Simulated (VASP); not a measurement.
# LiH2 (I4/mmm) in VASP: further runs, part 2 of 2

VASP 6.6.1. Earlier steps stand in the parts before.

### 6 Relaxation of the atoms, PW91 (atoms moved at random, drawn with an rms of 0.05 Å)

The input, INCAR:

```
SYSTEM = LiH2
ALGO = Normal ; EDIFF = 1E-6
EDIFFG = -0.02 ; ENCUT = 520
GGA = 91 ; IBRION = 2
ISIF = 2 ; ISMEAR = 0
LASPH = .TRUE. ; LCHARG = .FALSE.
LREAL = .FALSE. ; LWAVE = .FALSE.
NELM = 60 ; NSW = 60
PREC = Accurate ; SIGMA = 0.05
```

The input, KPOINTS:

```
k-points
0
G
  11 11 11
  0 0 0
```

The input, POSCAR:

```
LiH2
1.0
   -1.7759100000      1.7759100000      1.5733100000
    1.7759100000     -1.7759100000      1.5733100000
    1.7759100000      1.7759100000     -1.5733100000
Li H
1 2
Selective dynamics
Direct
    0.0122570000      0.0011000000      0.0028320000  F F F
    0.2577090000      0.7495010000      0.4955170000  T T T
    0.7317450000      0.2506440000      0.4821040000  T T T
```

Potentials or basis: VASP PAW PBE potentials, release 64 (Li_sv, H).

Launch:

```console
> cat potpaw_PBE.64/Li_sv/POTCAR potpaw_PBE.64/H/POTCAR > POTCAR
> mpirun -np 1 vasp_std > vasp.out
```

OUTCAR:

```text
SYSTEM = LiH2
   EDIFF = 1E-6
   EDIFFG = -0.02
   ENCUT = 520
   GGA = 91
   IBRION = 2
   ISIF = 2
   ISMEAR = 0
   LASPH = .TRUE.
   LREAL = .FALSE.
   NELM = 60
   NSW = 60
   PREC = Accurate

 ion  position               nearest neighbor table
   1  0.012  0.001  0.003-
   2  0.258  0.750  0.496-
   3  0.732  0.251  0.482-

  LATTYP: Found a body centered tetragonal cell.
 ALAT       =     3.5518200000
 C/A-ratio  =     0.8859176422

  Lattice vectors:

 A1 = (  -1.7759100000,   1.7759100000,   1.5733100000)
 A2 = (   1.7759100000,  -1.7759100000,   1.5733100000)
 A3 = (   1.7759100000,   1.7759100000,  -1.5733100000)

Analysis of symmetry for initial positions (statically):
=====================================================================
 Subroutine PRICEL returns:
 Original cell was already a primitive cell.

 Routine SETGRP: Setting up the symmetry group for a
 body centered tetragonal supercell.
[... 192 lines left out ...]
  --------------------------------------------------------------------------------------
  -------------------------------------------------------------------------------------
  Total       -0.0148192      0.0597257     -0.0637402      0.0088638      0.1078266      0.0358063
  in kB       -1.1962424      4.8212036     -5.1452683      0.7155046      8.7040254      2.8903730
  external PRESSURE =      -0.5067690 kB  Pullay stress =       0.0000000 kB
[... 246 lines left out ...]
--------------------------------------- Ionic step        8  -------------------------------------------

 number of electron       5.0000000 magnetization

 Free energy of the ion-electron system (eV)
  ---------------------------------------------------
  ext. energy  EPLUGINS =         0.00000000
  ---------------------------------------------------
  free energy    TOTEN  =        -8.24545742 eV

  energy without entropy =       -8.24497064  energy(sigma->0) =       -8.24521403

 E-fermi :   1.9988     XC(G=0):  -8.7871

 val. band max:        1.9977392841   @ k =  -0.4545  -0.2727  -0.1818
 cond. band min:       1.9995218688   @ k =  -0.0909  -0.1818  -0.2727
 fundamental gap:      0.0017825847
 Fermi energy:         1.9988216422

 k-point     1 :       0.0000    0.0000    0.0000
  band No.  band energies     occupation
      1     -44.5153      2.00000
      2      -7.4051      2.00000
      3       7.9715      0.00000
      4      14.3894      0.00000
      5      14.5146      0.00000
      6      14.5311      0.00000
[... 199 lines left out ...]
 k-point    24 :       0.0909    0.0909   -0.1818
  band No.  band energies     occupation
      1     -44.5093      2.00000
      2      -6.8616      2.00000
      3       5.8617      0.00000
      4      11.9997      0.00000
      5      13.2864      0.00000
      6      14.0849      0.00000

 [... further k-points ...]

------------------------ aborting loop because EDIFF is reached ----------------------------------------

  FORCE on cell =-STRESS in cart. coord.  units (eV):
  Direction    XX          YY          ZZ          XY          YZ          ZX
  --------------------------------------------------------------------------------------
  -------------------------------------------------------------------------------------
  Total        0.0032193      0.0118790     -0.0792320      0.0000935      0.0022261     -0.0021435
  in kB        0.2598700      0.9589010     -6.3957985      0.0075513      0.1796952     -0.1730317
  external PRESSURE =      -1.7256758 kB  Pullay stress =       0.0000000 kB
[... 18 lines left out ...]
  FREE ENERGIE OF THE ION-ELECTRON SYSTEM (eV)
  ---------------------------------------------------
  free  energy   TOTEN  =        -8.2454574165 eV

  energy  without entropy=       -8.2449706429  energy(sigma->0) =       -8.24521403

 reached required accuracy - stopping structural energy minimisation
```

OSZICAR:

```text
N       E                     dE             d eps       ncg     rms          rms(c)
DAV:   1    -0.640127449801E+00   -0.64013E+00   -0.16554E+03  8124   0.676E+02
DAV:   2    -0.824621564945E+01   -0.76061E+01   -0.72412E+01 10902   0.858E+01
DAV:   3    -0.843716221226E+01   -0.19095E+00   -0.18995E+00 10188   0.136E+01
[... 45 lines left out ...]
       N       E                     dE             d eps       ncg     rms          rms(c)
DAV:   1    -0.824544886200E+01   -0.33066E-03   -0.15565E-01  7992   0.301E+00    0.771E-02
DAV:   2    -0.824550426032E+01   -0.55398E-04   -0.15610E-03 11664   0.401E-01    0.463E-02
DAV:   3    -0.824545728893E+01    0.46971E-04   -0.80589E-05 10086   0.686E-02    0.209E-03
DAV:   4    -0.824545741646E+01   -0.12753E-06   -0.10172E-06 10614   0.114E-02
   8 F= -.82454574E+01 E0= -.82452140E+01  d E =-.189913E-02
```

CONTCAR:

```text
LiH2
   1.00000000000000
    -1.7759100000000001    1.7759100000000001    1.5733100000000000
     1.7759100000000001   -1.7759100000000001    1.5733100000000000
     1.7759100000000001    1.7759100000000001   -1.5733100000000000
  Li              H
     1     2
Selective dynamics
Direct
     0.0122569999999982    0.0011000000000010    0.0028319999999979   F   F   F
     0.2625831155785936    0.7515120599366403    0.5032644330063942   T   T   T
     0.7600262680728186    0.2489706471578269    0.5023974397208169   T   T   T

  0.00000000E+00  0.00000000E+00  0.00000000E+00
  0.00000000E+00  0.00000000E+00  0.00000000E+00
  0.00000000E+00  0.00000000E+00  0.00000000E+00
```

It took 86 s on 1 thread of Intel Xeon Platinum 8559C (Emerald Rapids), shared host; peak memory 0.19 GiB.

What came out:

| Property | Result |
| --- | --- |
| Free energy | -8.2455 eV |
| Energy gained by relaxing | 3.8 meV/atom |
| Ionic steps | 8 |
| Band gap on the k mesh | none (metal or under the smearing width) |

The path:
| step | energy change (eV) | largest force (eV/Å) | pressure (GPa) |
| --- | --- | --- | --- |
| 1 | 0.0000 | 0.2643 | -0.05 |
| 2 | -0.0035 | 0.2153 | -0.08 |
| 3 | -0.0092 | 0.1131 | -0.13 |
| 4 | -0.0095 | 0.1020 | -0.14 |
| 5 | -0.0100 | 0.0874 | -0.15 |
| 6 | -0.0110 | 0.0441 | -0.17 |
| 7 | -0.0111 | 0.0415 | -0.17 |
| 8 | -0.0114 | 0.0058 | -0.17 |

Final structure:
```yaml
crystal:
  lattice:
    - [-1.77591, 1.77591, 1.57331]
    - [1.77591, -1.77591, 1.57331]
    - [1.77591, 1.77591, -1.57331]
  atoms:
    - { symbol: Li, position: [0.01226, 0.00110, 0.00283] }
    - { symbol: H, position: [0.26258, 0.75151, 0.50326] }
    - { symbol: H, position: [0.76003, 0.24897, 0.50240] }
```

Levels at points of the mesh, in eV from the Fermi level:
```tsv
k point	band 1	band 2	band 3	band 4	band 5
(0.00, 0.00, 0.00)	-46.51	-9.40	5.97	12.39	12.52
```

Caveat: the cutoff is under 1.25 times the usual one of these potentials, so pressure, stress and relaxed cells hold a basis-set (Pulay) error; the PAW data sets were made with another functional, which shifts forces and pressure a little.

### 7 For comparison

An earlier run on the cell as given: functional PBE; potentials or basis VASP PAW PBE potentials, release 64 (Li_sv, H); cutoff 520 eV; k mesh 11 × 11 × 11; occupations fermi-dirac, width 0.05 eV; no spin polarisation.

- Band gap on the k mesh: none (metal or under the smearing width)

### 8 The runs side by side

| task | level | cell | cutoff (eV) | smearing | atoms held fixed (from 0) | gap on the mesh (eV) | pressure (GPa) | relaxed volume (Å³/atom) |
| --- | --- | --- | --- | --- | --- | --- | --- | --- |
| relaxation of cell and atoms | PBE | relaxed | 600 | gaussian 0.05 eV | - | none | 0.0 | 6.60 |
| relaxation of cell and atoms | PBEsol | relaxed | 600 | gaussian 0.05 eV | - | none | 0.0 | 6.44 |
| single point | PW91+D4 | as given | 520 | gaussian 0.01 eV | - | none | - | - |
| relaxation of the atoms | PW91 | atoms relaxed from: atoms moved at random, drawn with an rms of 0.05 Å | 520 | gaussian 0.05 eV | [0] | none | - | - |
| single point | PBE | as given | 520 | fermi-dirac 0.05 eV | - | none | - | - |

Alike in all rows: potentials or basis VASP PAW PBE potentials, release 64 (Li_sv, H); no spin polarisation; k mesh 11 × 11 × 11.

Caveats: the cutoff is under 1.25 times the usual one of these potentials, so pressure, stress and relaxed cells hold a basis-set (Pulay) error; the PAW data sets were made with another functional, which shifts forces and pressure a little (some runs); pairwise dispersion overbinds metals, which lowers pressure and volume (some runs).

Absolute energies hang on the potentials; compare differences alone.
